# One bulk modulus does not describe layered WS₂

A single bulk modulus fails for WS₂ because the crystal yields mainly between its layers, and that direction softens quickly as the layers separate. Carried to the largest cell, the stiffness found near zero pressure gives a tension of 6.1 GPa, where the calculation finds 3.6 GPa. The same softness enlarges the volume error of the method, whose crystal comes out about 8 % too small.

WS₂ (space group R3m) computed with Ansatz 0.2.0 using PBEsol with D3(BJ) dispersion, scalar-relativistic and without spin polarisation. Cell shape and atoms were relaxed at fixed volume to forces below 0.01 eV/Å, with PAW, a 420 eV plane-wave cutoff, a 12×12×12 k mesh and 0.02 eV Gaussian smearing. c/a refers to the hexagonal cell; positive pressure means compression.

```csv
volume (relaxed cell) (Å³/atom),c/a (relaxed cell),shortest distance (relaxed cell) (Å),pressure (GPa)
14.448,5.3623,2.352,14.700
14.941,5.4046,2.363,9.630
15.434,5.4627,2.373,5.530
15.926,5.5319,2.382,2.360
16.912,5.7151,2.393,-1.700
17.404,5.8247,2.397,-2.850
18.062,6.0019,2.400,-3.630
```

## Recognising the failure

Volume is imposed in each row and pressure is the answer; a negative pressure means that the cell is held stretched. The bulk modulus B says how much pressure a relative change of volume costs. Between two neighbouring rows it is B = −ΔP/Δ(ln V), with P the pressure and V the volume.

A constant B would give the same value for each pair of rows. Instead it falls at every step, from 151 GPa between the two smallest cells to 21 GPa between the two largest. Most solids soften as they expand. What stands out here is the pace: a sevenfold drop across cells that differ in volume by about a quarter.

## The estimate worked through

The rows at 15.926 and 16.912 Å³/atom lie on either side of zero pressure. They give B = 67.6 GPa and, by straight-line interpolation, a zero-pressure volume V₀ of 16.5 Å³/atom, which is slightly too large because the real curve bends. If B were constant, the pressure elsewhere would be P = B ln(V₀/V).

For the largest cell, ln(16.5/18.062) = −0.0905, and 67.6 × (−0.0905) = −6.1 GPa. The computed pressure is −3.63 GPa, so the estimate overstates the tension by more than two thirds. For the smallest cell the same formula gives 9.0 GPa against a computed 14.7 GPa. Neither of these rows helped to set B or V₀. The computed crystal is stiffer under compression and softer under tension than the constant allows.

## Where the volume goes

The ratio c/a compares the hexagonal cell's height c, across the layers, with its edge a, along them. Together with the volume it fixes both lengths. From the smallest cell to the largest, c grows by 16 % and a by less than 4 %.

The shortest distance is the W–S bond. With the edge a, it gives the thickness of one S–W–S layer, if the six bonds around tungsten are nearly equal. That thickness stays at 3.13 to 3.14 Å throughout. The space between the sulfur planes of neighbouring layers, however, opens from 2.3 to 3.2 Å. Stretching this crystal therefore means mostly pulling intact layers apart, while each layer widens a little in its own plane.

## Two compliances that add

Volume is proportional to a²c, so relative changes of length add up to the relative change of volume. If k_a and k_c are the percentages by which a and c shrink per GPa, the softness of the whole crystal is 2k_a + k_c. This is mere bookkeeping, exact when the changes are taken as logarithms, and it shows which direction gives way.

Between the two smallest cells, 2 × 0.169 + 0.324 = 0.66 % per GPa, and the height supplies about half. Between the two largest, 2 × 0.305 + 4.147 = 4.8 % per GPa, and the height supplies nearly nine tenths. Over the series k_c grows thirteenfold, while k_a does not even double.

Bonding physics offers the likely reason. Along a layer, any change of a must bend or stretch strong W–S bonds. Across the gap, filled sulfur shells repel each other steeply at short distance, while a weaker attraction holds the layers together from further away. As the layers move apart, the steep repulsion fades and the pull between them nears its maximum, where it changes little with distance. A crystal made of strong sheets with weak contacts between them should thus be stiff when squeezed and soft when pulled, with most of the change across the sheets.

## Squeezing does not foretell pulling

A more flexible formula might seem to cure the problem. Two were fitted to the four compressed rows only: a binding curve for the force between layers, and the Birch–Murnaghan equation of state, which lets the modulus change with pressure. Both follow those rows closely, which is weak evidence with three adjustable constants for four points.

At the largest cell, outside the fit, the binding curve gives −2.8 GPa and the Birch–Murnaghan equation −5.3 GPa. The computed −3.6 GPa lies between them. A plausible reason is that compressed rows mostly probe the repulsion, whereas the tension depends on the attraction further out. A good fit under compression is therefore no licence to extrapolate into tension. The printed output after this text gives both fits in full.

## Softness enlarges the volume error

The softness also magnifies an error of the method itself, be it in the functional, the dispersion correction, the atomic potentials or the wave cutoff. Real WS₂ of this stacking has roughly 18 Å³/atom, a recalled value good to two figures. The calculation puts zero pressure at 16.5 Å³/atom, about 8 % lower; the rounding of the recalled value alone makes this shortfall uncertain by two or three percentage points. Thermal expansion, absent from the calculation, is expected to explain only a small part of it. At the rough real volume it reports a tension of 3.6 GPa, where a crystal at ordinary pressure should show almost none. That is no small error, and it does not hinge on the exact recalled figure: at 17.404 Å³/atom the tension is still 2.85 GPa.

In the stiffest part of the table, a pressure error of that size would shift the volume by only 3.6/151, or about 2 %. With the constant modulus of 67.6 GPa, the same tension would already be reached at 17.4 Å³/atom. The actual curve flattens, so the cell must go on to 18. An error in volume thus measures the softness of the crystal as well as the quality of the method.

The sign shows that the method draws the atoms too close together, most likely across the soft gap between the layers, though a volume alone cannot prove the place. A likely cause is that PBEsol already supplies some attraction between layers, and the dispersion correction D3 adds more. The table has no run without D3 and none with other atomic potentials or a higher cutoff, so it cannot divide the blame. The slopes of the computed energies agree with the pressures to within 0.23 GPa, so the tension is not an artefact of how the stress was evaluated.

## What this does to the band gap

The error in spacing carries over to the band gap. Interpolated between the same runs, the gap is about 0.7 eV at zero pressure and about 0.4 eV larger at the rough real volume, with the functional unchanged. This gap is indirect: its two edges lie at different k points. The smallest direct gap on the mesh stays between 1.9 and 2.0 eV over the same range, so the bands do not simply move apart as a whole. The main cause is expected to be that orbitals pointing out of the layers overlap more when the layers are close, which spreads their bands and narrows the indirect gap.

A gap taken from the relaxed cell therefore mixes two faults: layers that sit too close, and the usual underestimate of gaps by functionals of this kind. Repeating the calculation in the measured cell removes the first and leaves the second. Spin–orbit coupling is missing at either volume. In the four smallest cells a band crossing between the sampled points may have been missed, so the gap of 0.15 eV in the smallest does not prove that WS₂ is still a semiconductor there.

Output of the analysis:

```
Geometry and stiffness (pair values stand at the larger volume):
     row  a in Å  c in Å  layer thickness Å  space between layers Å  bulk modulus of pair GPa  a softness %/GPa  c softness %/GPa  constant-modulus pressure GPa
  14.448   3.037   16.28              3.136                   2.293                       n/a               n/a               n/a                          8.972
  14.941   3.063   16.55              3.135                   2.383                     151.1            0.1689            0.3239                          6.705
  15.434   3.085   16.85              3.136                   2.483                     126.3             0.177            0.4378                           4.51
  15.926   3.104   17.17              3.138                    2.59                       101            0.1976            0.5947                           2.39
  16.912   3.133   17.91              3.133                   2.834                     67.59            0.2257             1.028                          -1.67
  17.404   3.143   18.31              3.132                   2.968                      40.1            0.2806             1.932                         -3.609
  18.062   3.151   18.91              3.131                   3.169                     21.02            0.3052             4.147                         -6.117
Growth of a over the series in %: 3.754
Growth of c over the series in %: 16.13
Spread of layer thickness in Å: 0.006535
Softness along c, largest over smallest: 12.8
Softness along a, largest over smallest: 1.807
Volume at zero pressure by interpolation in Å³/atom: 16.5
Constant modulus less computed pressure, smallest cell, in GPa: -5.728
Constant modulus less computed pressure, largest cell, in GPa: -2.487
Computed pressure at the rough real volume in GPa: -3.557
Shortfall of computed volume against the rough real one in %: 8.338
Volume where the constant modulus gives that same pressure in Å³/atom: 17.39
Largest difference of energy slope and mean pressure in GPa: 0.2293
Band gap at zero pressure in eV: 0.7118
Band gap gained from there to the rough real volume in eV: 0.3669
fit of pressure on 4 rows (pressure > 0): coefficient of exp(-space/s) 9068 +/- 48, coefficient of space*exp(-space/s) -3344 +/- 20, s 0.5033; rms 0.017, worst 15.434 -0.0243, leave-one-out rms 0.115
  rows outside the fit (model, value, miss): 16.912 -1.468, -1.7, 0.232; 17.404 -2.357, -2.85, 0.493; 18.062 -2.82, -3.63, 0.81
fit of pressure on 4 rows (pressure > 0): coefficient of 1.5*((s/vol)**(7/3) - (s/vol)**(5/3)) 76.34 +/- 0.75, coefficient of 1.5*((s/vol)**(7/3) - (s/vol)**(5/3))*((s/vol)**(2/3) - 1) 172.3 +/- 9.9, s 16.38; rms 0.0182, worst 15.434 0.0263, leave-one-out rms 0.123
  rows outside the fit (model, value, miss): 16.912 -2.194, -1.7, -0.494; 17.404 -3.745, -2.85, -0.895; 18.062 -5.272, -3.63, -1.64
Pressure derivative of the modulus in the Birch-Murnaghan fit: 7.009
```
